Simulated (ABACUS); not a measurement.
Something may be wrong with this ABACUS 3.10.1 calculation of CsI.

File INPUT:

```
INPUT_PARAMETERS
suffix              CsI
calculation         scf
basis_type          lcao
pseudo_dir          ./PP/
orbital_dir         ./
symmetry            1
dft_functional      pbe
ecutwfc             100
pseudo_rcut         7
nspin               1
nbands              12
ks_solver           genelpa
smearing_method     fd
smearing_sigma      0.00367493
scf_thr             1e-07
scf_nmax            75
mixing_type         broyden
mixing_beta         0.7
cal_force           1
cal_stress          1
out_mul             1
```

File STRU:

```
ATOMIC_SPECIES
Cs 132.9055 Cs.upf
I 126.9045 I.upf

NUMERICAL_ORBITAL
Cs_confined-atom_10au_3s2p2d.orb
I_confined-atom_8au_2s2p1d.orb

LATTICE_CONSTANT
1.8897261246

LATTICE_VECTORS
4.5667000000 0.0000000000 0.0000000000
0.0000000000 4.5667000000 0.0000000000
0.0000000000 0.0000000000 4.5667000000

ATOMIC_POSITIONS
Direct

Cs
0.0
1
0.0000000000 0.0000000000 0.0000000000 1 1 1

I
0.0
1
0.5000000000 0.5000000000 0.5000000000 1 1 1
```

The input KPT:

```
K_POINTS
0
Gamma
4 4 4 0 0 0
```

Potentials or basis: PseudoDojo NC FR 0.4 PBE standard, DZP LCAO (the cutoffs set its grid).

Command:

```console
$ OMP_NUM_THREADS=4 abacus > log
```

running log:

```text
ABACUS v3.10.1

               Atomic-orbital Based Ab-initio Computation at UStc

 ------------------------------------------------------------------------------------

 READING GENERAL INFORMATION
                           global_out_dir = OUT.CsI/
                           global_in_card = INPUT
                               pseudo_dir = ./PP/
                              orbital_dir = ./
                                    DSIZE = 1
                                    GSIZE = 1

 READING UNITCELL INFORMATION
                                    ntype = 2
                  lattice constant (Bohr) = 1.88973
              lattice constant (Angstrom) = 1

 READING ATOM TYPE 1
                               atom label = Cs
                      L=0, number of zeta = 3
                      L=1, number of zeta = 2
                      L=2, number of zeta = 2
             number of atom for this type = 1

 READING ATOM TYPE 2
                               atom label = I
                      L=0, number of zeta = 2
                      L=1, number of zeta = 2
                      L=2, number of zeta = 1
             number of atom for this type = 1

                        TOTAL ATOM NUMBER = 2
DIRECT COORDINATES
    atom                   x                   y                   z     mag                  vx                  vy                  vz
taud_Cs1            0.0000000000        0.0000000000        0.0000000000  0.0000        0.0000000000        0.0000000000        0.0000000000
taud_I1            0.5000000000        0.5000000000        0.5000000000  0.0000        0.0000000000        0.0000000000        0.0000000000

                          Volume (Bohr^3) = 642.694
                             Volume (A^3) = 95.2373

 Lattice vectors: (Cartesian coordinate: in unit of a_0)
              +4.5667                  +0                  +0
                   +0             +4.5667                  +0
                   +0                  +0             +4.5667
 Reciprocal vectors: (Cartesian coordinate: in unit of 2 pi/a_0)
            +0.218977                  -0                  +0
                   -0           +0.218977                  -0
                   +0                  -0           +0.218977
 The esolver type has been set to : ksdft_lcao

 !!!!!!!!!!!!!!!!!!!!!!!!!!!!!!!!!!!!!!!!!!!!!!!!!!!!!!!!!
                         NOTICE
 !!!!!!!!!!!!!!!!!!!!!!!!!!!!!!!!!!!!!!!!!!!!!!!!!!!!!!!!!

 Couldn't find pseudopotential file.
 CHECK IN FILE : OUT.CsI/warning.log

 !!!!!!!!!!!!!!!!!!!!!!!!!!!!!!!!!!!!!!!!!!!!!!!!!!!!!!!!!
                         NOTICE
 !!!!!!!!!!!!!!!!!!!!!!!!!!!!!!!!!!!!!!!!!!!!!!!!!!!!!!!!!
 Check in file : OUT.CsI/warning.log
```

On the terminal:

```text
ABACUS v3.10.1

               Atomic-orbital Based Ab-initio Computation at UStc

 Pseudopotential directory now is : ./PP/Cs.upf

 !!!!!!!!!!!!!!!!!!!!!!!!!!!!!!!!!!!!!!!!!!!!!!!!!!!!!!!!!
                         NOTICE
 !!!!!!!!!!!!!!!!!!!!!!!!!!!!!!!!!!!!!!!!!!!!!!!!!!!!!!!!!

 Couldn't find pseudopotential file.
 CHECK IN FILE : OUT.CsI/warning.log

 !!!!!!!!!!!!!!!!!!!!!!!!!!!!!!!!!!!!!!!!!!!!!!!!!!!!!!!!!
                         NOTICE
 !!!!!!!!!!!!!!!!!!!!!!!!!!!!!!!!!!!!!!!!!!!!!!!!!!!!!!!!!
```

**Question.** How did it end, and where is the flaw?

**Answer.** The input was rejected before any iteration. The input holds a flaw that was put in on purpose: potential folder that holds no file (pseudo_dir = ./PP/).
